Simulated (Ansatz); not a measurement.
# LiCl (h-MgO (five-fold) type): independent-particle optics, part 2 of 3

How does LiCl (h-MgO (five-fold) type) absorb light if electrons and holes don't interact? The runs, in order: HSE06 for the gap; optics with PBE on 6×6×4; optics with r2SCAN on 6×6×4; optics with LDA on 6×6×4; optics with PBE and scissors to the HSE06 gap on 6×6×4.

Ansatz 0.2.0; plane waves, PAW; no local fields, no excitons. The steps go on from the part before.

**4. Optics, r2SCAN**

The input, input.yaml:

```yaml
crystal:
  lattice:
    - [4.1618736679, 0.0, 0.0]
    - [-2.080936834, 3.6042883237, 0.0]
    - [0.0, 0.0, 5.2325458659]
  atoms:
    - { symbol: Li, position: [0.3333333333, 0.6666666667, 0.25] }
    - { symbol: Li, position: [0.6666666667, 0.3333333333, 0.75] }
    - { symbol: Cl, position: [0.6666666667, 0.3333333333, 0.25] }
    - { symbol: Cl, position: [0.3333333333, 0.6666666667, 0.75] }
kpoints:
  mp_grid: { grid: [6, 6, 4] }
hamiltonian:
  xc: r2scan
scf:
  occupations: { method: fixed }
output:
  optics: { e_range: [0, 21], de: 0.05, sigma: 0.1, bands: auto }
```

On the command line:

```console
> ansatz run input.yaml --threads 4 --pin off --max-ram 3686MiB --backend cpu --events-out ev --progress --plain --runs-dir out
```

The log of the run:

```text
Warning: RAYON_NUM_THREADS=4 ignored (pool sized by the plan → 4); use --threads N
Engine: ansatz 0.2.0, x86_64-unknown-linux-gnu
Pseudopotentials: kind: paw
Pseudopotential: Li, paw, valence charge 3, recommended cutoff 500 eV (meta_gga), Li.paw.azcp
Pseudopotential: Cl, paw, valence charge 7, recommended cutoff 500 eV (meta_gga), Cl.paw.azcp
Functional definition: r2SCAN
  parameter k0 = 0.174
  parameter k1 = 0.065
  parameter a1 = 4.9479
  exchange = r2scan_x(k0 = k0, k1 = k1, a1 = a1)
  correlation = r2scan_c
Crystal: 4 atoms, lattice volume = 78.491 Å³
Basis set: ecut = 500 eV, 1981 PW (Γ), exchange–correlation on 128×128×160 points (64 copies of the dense FFT grid, shifted against one another)
Bands: 14, of which v1, the nominal top of the filled ones, is band 10 counted from 1 (9 counted from 0)
Symmetry: 24 space group operations
Space group: P63/mmc (ITA 194), of the structure as read, at distance tolerance 4.3e-5 Å
k-points: 21 of 144
Non-local potential: Li, projectors of the file, l = 0: 3, l = 1: 2, l = 2: 1
Non-local potential: Cl, projectors of the file, l = 0: 2, l = 1: 2, l = 2: 2
PAW form: soft (Blöchl's): semilocal exchange-correlation on the pseudo side does not see the compensation charge
PAW frozen core: Cl, regenerated for the run's functional (the file was generated under x = pbe(κ = 0.804, μ = 0.2195149727645171), c = pbe(β = 0.06672455060314922))
PAW one-centre angular grid: Li, 302 points (default); XC on 327 of its mesh's 2665 points in the sphere
PAW one-centre angular grid: Cl, 302 points (default); XC on 160 Gauss nodes
Initial density: superposition of atomic densities (neutral atoms: chi_scale 0, normalization atom), corrected by the library's trained network
Initial wavefunctions: pseudopotential atomic-orbital guess
Functional: x = r2scan, c = r2scan; τ floored in thin density (d = 2e-4 eV/Å³)
SCF iter   1: F=—  HF=-2585.467354 eV  |F-HF|=—  |Δ(HF+E_count)|=         —  Δρ=4.10e-3  dr2=6.14e-3  dr2_τ=4.63e-3  ethr=1.77e-3  ⟨swp⟩=4.9  Hψ=1486  notcnv=0  defer=41
preconditioner: auto → Resta (q_TF=auto, 2.172 Å⁻¹)  ε∞=2.5  [insulator: Δε(μ)=6.308 eV  Ē_g=13.638 eV  n_scr=20 (ndim 8)  ℏωp=16.8 eV  f_vac=0.061  ε∞_Penn≈2.5]
SCF iter   2: F=—  HF=-2585.511597 eV  |F-HF|=—  |Δ(HF+E_count)|=   4.42e-2  Δρ=2.14e-3  dr2=1.80e-3  dr2_τ=7.20e-5  ethr=3.07e-5  ⟨swp⟩=3.0  Hψ=760  notcnv=0  defer=42
SCF iter   3: F=—  HF=-2585.511865 eV  |F-HF|=—  |Δ(HF+E_count)|=   2.68e-4  Δρ=3.16e-4  dr2=6.34e-5  dr2_τ=8.58e-6  ethr=8.98e-6  ⟨swp⟩=3.0  Hψ=461  notcnv=0  defer=42
SCF iter   4: F=—  HF=-2585.511898 eV  |F-HF|=—  |Δ(HF+E_count)|=   3.28e-5  Δρ=5.43e-5  dr2=1.70e-6  dr2_τ=1.73e-7  ethr=3.17e-7  ⟨swp⟩=3.0  Hψ=546  notcnv=0  defer=42
SCF iter   5: F=—  HF=-2585.511893 eV  |F-HF|=—  |Δ(HF+E_count)|=   4.44e-6  Δρ=1.44e-5  dr2=1.30e-7  dr2_τ=1.19e-8  ethr=8.51e-9  ⟨swp⟩=2.8  Hψ=549  notcnv=0
SCF iter   6: F=—  HF=-2585.511893 eV  |F-HF|=—  |Δ(HF+E_count)|=   1.08e-7  Δρ=2.47e-6  dr2=5.26e-9  dr2_τ=2.04e-10  ethr=6.50e-10  ⟨swp⟩=3.0  Hψ=555  notcnv=0
SCF iter   7: F=—  HF=-2585.511893 eV  |F-HF|=—  |Δ(HF+E_count)|=   4.47e-9  Δρ=3.17e-7  dr2=8.87e-11  dr2_τ=2.24e-12  ethr=2.63e-11  ⟨swp⟩=2.9  Hψ=578  notcnv=0
SCF iter   8: F=-2585.511893 eV  HF=-2585.511893 eV  |F-HF|=0.00e0  |Δ(HF+E_count)|=  9.82e-11  Δρ=2.34e-8  dr2=6.22e-13  dr2_τ=2.07e-14  ethr=1.00e-12  ⟨swp⟩=4.1  Hψ=1049  notcnv=0
SCF 1 converged in 8 iterations: F = -2585.511893 eV  dr2 = 6.22e-13
NSCF: frozen V_eff on 21 k-points
Optics k sum: 0 of 21 k-points
[...]
output.optics: what the bands over the 54 summed would add to eps1, eps2 and the energy-loss function is held between a lower and an upper bound (6 Lanczos steps). eps1, eps2 and their loss function (loss_summed_bands) are given on every row as the summed bands alone make them. Along an axis, on a row where the two bounds hold the loss function to about 1 % of the greater of itself and 0.5 % of |1/eps|, its cell (loss_completed) is given, with the completed eps1 and eps2 that it is formed of (a cell that is left empty reads nan in the table and null in the record). The two bounds hold it so along every axis on all 421 rows up to 21.000 eV. The run works to bound the rows up to 24.633 eV and no higher ones: a peak of the loss function over that energy may be left empty with no warning. To have the run work for it, set output.optics.bands.spectra_wanted_up_to to a higher energy. perfect_screening_sum, loss_f_sum_n_eff and, beside carriers, perfect_screening_limit are those of loss_summed_bands: over the bounded function the two sums would run over rows that are not all bounded, and lack what the bands left out lay past the top of the energy grid. Bounded is said of the bands left out alone, which are those that the basis at basis.ecutwfc holds: it says nothing of that cutoff, of the k-point mesh, of what the sum inside its cells errs by (eps2_relative_error), of the factors of all_electron_strengths, nor of how far the SCF is converged. The bands left out are taken at the k-points, and what their mean over the points' cells stands off that by is in neither bound: the run's estimate of it, which the test of a row counts in, is 0.02 % of |eps| at the most among the values given; where the mean stood off by over 0.5 % the points' spread read 0.1 to 3 times that
SCF converged after 8 iterations
Free energy (F): -2585.511893 eV
Harris-Foulkes:  -2585.511893 eV  (|F-HF|=0.00e0)
Internal energy: -2585.511893 eV  (E = F + TS)
E sigma→0 (E₀):  -2585.511893 eV
Fermi energy:    0.237969 eV
--- Per-component energies (eV) ---
  E_band       = -245.322790
  E_kinetic    = 367.126605
  E_local      = -775.514359  (includes V_loc(G=0)·N_el)
  E_nonlocal   = -9.853391
  E_hartree    = 240.530300
  E_xc         = -230.665827
  E_vxc        = -301.637938  (∫ρ·V_xc dr)
  E_paw        = -1376.963018  (= ΣΔE_a)
  E_vpaw       = -22.797390  (= ΣTr[D̂ρ^β])
  E_aug_tail   = -0.000130  (compensation charges beyond the density's cutoff)
  E_vtau       = 16.293204  (kinetic-family band-sum trace: ∫τ·v_τ [+ j·A + Jᵃ·Aᵃ] dr)
  E_ewald      = -799.899260
  E_core_change = -0.272814  (= ΣΔE_core)
  E_smearing   = -0.000000  (= −TS)
  E_closure    = 0.000000  (closes the sum)
  Σ components = -2585.511893   (vs F -2585.511893, Δ=0.00e0)
--- Band table (eV; the first three rows and the last of 21) ---
  k-point 0: bands = ["-44.4864", "-44.4828", "-13.7076", "-12.9498", "-2.5951", "-1.1728", "-1.1728", "-0.3891", "-0.3891", "0.2380", "6.5352", "8.9095", "9.7231", "9.7231"]
  k-point 1: bands = ["-44.4858", "-44.4833", "-13.6113", "-13.0781", "-2.2027", "-1.0619", "-1.0619", "-0.5069", "-0.5069", "-0.2233", "7.1467", "8.9713", "9.5534", "9.5534"]
  k-point 2: bands = ["-44.4846", "-44.4846", "-13.3605", "-13.3605", "-1.2421", "-1.2421", "-0.7880", "-0.7880", "-0.7880", "-0.7880", "8.4683", "8.4683", "9.7346", "9.7346"]
  k-point 20: bands = ["-44.4840", "-44.4840", "-13.2551", "-13.2551", "-2.1445", "-2.1445", "-1.6770", "-1.6770", "0.0064", "0.0064", "9.2116", "9.2116", "9.5194", "9.5194"]
```

Run time: 56 s. Hardware: 4 threads of AMD EPYC (Zen 3), shared host; peak memory 0.9 GiB.

From the head of optics.tsv:

```
# eps_inf(xx yy zz) = 2.654866 2.654866 2.735024
# eps_inf_bands = all
# eps_inf_summed_bands(xx yy zz) = 2.646144 2.646144 2.725775
# eps_inf_completed(xx yy zz) = 2.654866 2.654866 2.735024
# eps2_relative_error = 0.0006
# eps_inf_relative_error = 0.0038
# f_sum_n_eff(xx yy zz) = 15.648480 15.648480 15.540078 of n_electrons = 20.000000
# n_bands = 54
# n_bands_set_by = photon_energy
# valid_up_to_ev = 36.297724
# least_direct_gap_ev = 6.297264e0 at k(fractional) = 0.000000 0.000000 0.000000, k_point = 0, channel = 0, bands = 9 10 (counted from 0)
```

The dielectric function from optics.tsv (yy equals xx), one row in 10 (narrow peaks fall between the rows):

```
E (eV)  ε₂ xx  ε₂ zz  ε₁ xx  ε₁ zz
  6.15   0.00   0.00   3.57   3.90
  6.65   0.01   0.36   3.96   4.29
  7.15   0.49   0.60   4.55   4.67
  7.65   0.95   1.23   4.74   5.40
  8.15   1.23   3.70   5.36   5.44
  8.65   3.23   3.00   4.48   3.49
  9.15   3.83   2.27   4.43   3.65
  9.65   4.77   2.28   3.59   5.53
 10.15   3.82   6.31   2.73   3.76
 10.65   4.81   7.18   2.81   2.12
 11.15   4.49   5.10   1.84  -0.12
 11.65   5.30   5.42   0.10   0.21
 12.15   4.20   4.13  -0.81  -0.99
 12.65   3.36   3.98  -0.74  -2.19
 13.15   2.99   2.07  -1.20  -1.62
 13.65   1.64   1.50  -0.83  -1.48
 14.15   1.66   1.23  -0.33  -1.05
 14.65   1.71   0.76  -0.43  -0.83
 15.15   1.37   0.70  -0.77  -0.49
 15.65   0.84   0.66  -0.42  -0.24
 16.15   1.07   0.65   0.08  -0.04
 16.65   1.19   0.71  -0.06   0.04
 17.15   1.10   0.61  -0.22   0.07
 17.65   1.01   0.68  -0.17   0.19
 18.15   0.76   0.65  -0.23   0.09
 18.65   0.65   0.54  -0.11   0.21
 19.15   0.58   0.55  -0.05   0.20
 19.65   0.54   0.74   0.01   0.30
 20.15   0.53   0.58  -0.01   0.20
 20.65   0.36   0.41   0.01   0.14
```

Tallest peaks of ε₂ (mean of the periodic axes): 5.6 at 10.65 eV, 5.8 at 11.55 eV, 5.4 at 11.90 eV.

**5. Optics, LDA**

Changes to input.yaml since step 4:

```diff
@@ -13,3 +13,3 @@
 hamiltonian:
-  xc: r2scan
+  xc: lda
 scf:
```

On the command line:

```console
> ansatz run input.yaml --threads 4 --pin off --max-ram 3686MiB --backend cpu --events-out ev --progress --plain --runs-dir out
```

The log of the run:

```text
Warning: RAYON_NUM_THREADS=4 ignored (pool sized by the plan → 4); use --threads N
[... 4 set-up lines as earlier in the session ...]
Functional definition: SPW92
  exchange = slater_x
  correlation = pw_c
Crystal: 4 atoms, lattice volume = 78.491 Å³
Basis set: ecut = 420 eV, 1535 PW (Γ)
Bands: 14, of which v1, the nominal top of the filled ones, is band 10 counted from 1 (9 counted from 0)
[... 2 set-up lines as earlier in the session ...]
k-points: 21 of 144
[... 8 set-up lines as earlier in the session ...]
Functional: x = slater, c = lda
SCF iter   1: F=—  HF=-2498.772313 eV  |F-HF|=—  |Δ(HF+E_count)|=         —  Δρ=6.27e-3  dr2=2.52e-2  ethr=1.77e-3  ⟨swp⟩=4.1  Hψ=1247  notcnv=0  defer=14
preconditioner: auto → Resta (q_TF=auto, 2.172 Å⁻¹)  ε∞=2.8  [insulator: Δε(μ)=5.171 eV  Ē_g=12.340 eV  n_scr=20 (ndim 8)  ℏωp=16.8 eV  f_vac=0.063  ε∞_Penn≈2.8]
SCF iter   2: F=—  HF=-2498.758809 eV  |F-HF|=—  |Δ(HF+E_count)|=   1.35e-2  Δρ=3.07e-3  dr2=5.00e-3  ethr=1.26e-4  ⟨swp⟩=3.0  Hψ=712  notcnv=0  defer=40
SCF iter   3: F=—  HF=-2498.756111 eV  |F-HF|=—  |Δ(HF+E_count)|=   2.70e-3  Δρ=4.92e-4  dr2=2.01e-4  ethr=2.50e-5  ⟨swp⟩=2.0  Hψ=515  notcnv=0  defer=41
SCF iter   4: F=—  HF=-2498.756086 eV  |F-HF|=—  |Δ(HF+E_count)|=   2.47e-5  Δρ=1.16e-4  dr2=8.96e-6  ethr=1.01e-6  ⟨swp⟩=2.0  Hψ=424  notcnv=0  defer=1
SCF iter   5: F=—  HF=-2498.756092 eV  |F-HF|=—  |Δ(HF+E_count)|=   5.73e-6  Δρ=2.13e-5  dr2=3.88e-7  ethr=4.48e-8  ⟨swp⟩=1.1  Hψ=304  notcnv=0
SCF iter   6: F=—  HF=-2498.756092 eV  |F-HF|=—  |Δ(HF+E_count)|=   2.26e-7  Δρ=2.96e-6  dr2=9.68e-9  ethr=1.94e-9  ⟨swp⟩=2.1  Hψ=384  notcnv=0
SCF iter   7: F=—  HF=-2498.756092 eV  |F-HF|=—  |Δ(HF+E_count)|=   5.14e-9  Δρ=4.10e-7  dr2=1.42e-10  ethr=4.84e-11  ⟨swp⟩=2.4  Hψ=433  notcnv=0
SCF iter   8: F=-2498.756092 eV  HF=-2498.756092 eV  |F-HF|=1.36e-12  |Δ(HF+E_count)|=  3.55e-11  Δρ=5.25e-8  dr2=1.20e-12  ethr=1.00e-12  ⟨swp⟩=4.0  Hψ=1080  notcnv=0
SCF 1 converged in 8 iterations: F = -2498.756092 eV  dr2 = 1.20e-12
NSCF: frozen V_eff on 21 k-points
Optics k sum: 0 of 21 k-points
[...]
output.optics: what the bands over the 55 summed would add to eps1, eps2 and the energy-loss function is held between a lower and an upper bound (6 Lanczos steps). eps1, eps2 and their loss function (loss_summed_bands) are given on every row as the summed bands alone make them. Along an axis, on a row where the two bounds hold the loss function to about 1 % of the greater of itself and 0.5 % of |1/eps|, its cell (loss_completed) is given, with the completed eps1 and eps2 that it is formed of (a cell that is left empty reads nan in the table and null in the record). The two bounds hold it so along every axis on all 421 rows up to 21.000 eV. The run works to bound the rows up to 24.633 eV and no higher ones: a peak of the loss function over that energy may be left empty with no warning. To have the run work for it, set output.optics.bands.spectra_wanted_up_to to a higher energy. perfect_screening_sum, loss_f_sum_n_eff and, beside carriers, perfect_screening_limit are those of loss_summed_bands: over the bounded function the two sums would run over rows that are not all bounded, and lack what the bands left out lay past the top of the energy grid. Bounded is said of the bands left out alone, which are those that the basis at basis.ecutwfc holds: it says nothing of that cutoff, of the k-point mesh, of what the sum inside its cells errs by (eps2_relative_error), of the factors of all_electron_strengths, nor of how far the SCF is converged. The bands left out are taken at the k-points, and what their mean over the points' cells stands off that by is in neither bound: the run's estimate of it, which the test of a row counts in, is 0.03 % of |eps| at the most among the values given; where the mean stood off by over 0.5 % the points' spread read 0.1 to 3 times that
SCF converged after 8 iterations
Free energy (F): -2498.756092 eV
Harris-Foulkes:  -2498.756092 eV  (|F-HF|=1.36e-12)
Internal energy: -2498.756092 eV  (E = F + TS)
E sigma→0 (E₀):  -2498.756092 eV
Fermi energy:    0.401886 eV
--- Per-component energies (eV) ---
  E_band       = -230.540931
  E_kinetic    = 366.371057
  E_local      = -777.038247  (includes V_loc(G=0)·N_el)
  E_nonlocal   = -5.564035
  E_hartree    = 238.247272
  E_xc         = -233.557709
  E_vxc        = -271.251882  (∫ρ·V_xc dr)
  E_paw        = -1287.696381  (= ΣΔE_a)
  E_vpaw       = -19.552605  (= ΣTr[D̂ρ^β])
  E_aug_tail   = 0.000228  (compensation charges beyond the density's cutoff)
  E_ewald      = -799.899260
  E_core_change = 0.380983  (= ΣΔE_core)
  E_smearing   = -0.000000  (= −TS)
  E_closure    = -0.000000  (closes the sum)
  Σ components = -2498.756092   (vs F -2498.756092, Δ=0.00e0)
--- Band table (eV; the first three rows and the last of 21) ---
  k-point 0: bands = ["-42.0548", "-42.0504", "-12.8975", "-12.1463", "-2.4857", "-1.0036", "-1.0036", "-0.1991", "-0.1991", "0.4019", "5.6464", "8.0837", "8.8180", "8.8180"]
  k-point 1: bands = ["-42.0542", "-42.0511", "-12.8031", "-12.2750", "-2.0900", "-0.8899", "-0.8899", "-0.3198", "-0.3198", "-0.0809", "6.2773", "8.1420", "8.6678", "8.6678"]
  k-point 2: bands = ["-42.0526", "-42.0526", "-12.5559", "-12.5559", "-1.1204", "-1.1204", "-0.6086", "-0.6086", "-0.6086", "-0.6086", "7.6245", "7.6245", "8.8504", "8.8504"]
  k-point 20: bands = ["-42.0520", "-42.0520", "-12.4509", "-12.4509", "-1.9909", "-1.9909", "-1.5472", "-1.5472", "0.1895", "0.1895", "8.1824", "8.1824", "8.7813", "8.7813"]
```

Wall time 43 s (4 threads of AMD EPYC (Zen 3), shared host); peak memory 0.73 GiB.

From the head of optics.tsv:

```
# eps_inf(xx yy zz) = 2.936586 2.936586 3.073066
# eps_inf_bands = all
# eps_inf_summed_bands(xx yy zz) = 2.927877 2.927877 3.063855
# eps_inf_completed(xx yy zz) = 2.936586 2.936586 3.073066
# eps2_relative_error = 0.0006
# eps_inf_relative_error = 0.0038
# f_sum_n_eff(xx yy zz) = 14.921492 14.921492 14.825684 of n_electrons = 20.000000
# n_bands = 55
# n_bands_set_by = photon_energy
# valid_up_to_ev = 35.640884
# least_direct_gap_ev = 5.244483e0 at k(fractional) = 0.000000 0.000000 0.000000, k_point = 0, channel = 0, bands = 9 10 (counted from 0)
```

The dielectric function from optics.tsv (yy equals xx), one row in 20 (narrow peaks fall between the rows):

```csv
E (eV),ε₂ xx,ε₂ zz,ε₁ xx,ε₁ zz
5.05,0.00,0.00,3.80,4.24
6.05,0.54,0.72,4.86,5.12
7.05,1.39,4.21,5.53,6.66
8.05,3.74,2.74,4.48,3.01
9.05,4.19,7.62,2.93,5.08
10.05,5.00,5.17,1.82,0.09
11.05,4.82,4.44,-1.07,-1.28
12.05,2.88,2.48,-1.67,-2.00
13.05,1.66,1.17,-0.50,-1.24
14.05,1.26,0.63,-0.81,-0.49
15.05,1.04,0.70,0.05,-0.02
16.05,1.11,0.63,-0.13,0.06
17.05,0.81,0.65,-0.22,0.15
18.05,0.65,0.55,-0.03,0.23
19.05,0.50,0.57,-0.01,0.22
20.05,0.34,0.43,0.01,0.24
```

Tallest peaks of ε₂ (mean of the periodic axes): 6.1 at 9.60 eV, 6.3 at 10.45 eV, 5.4 at 10.85 eV.

[end of part 2 of 3]
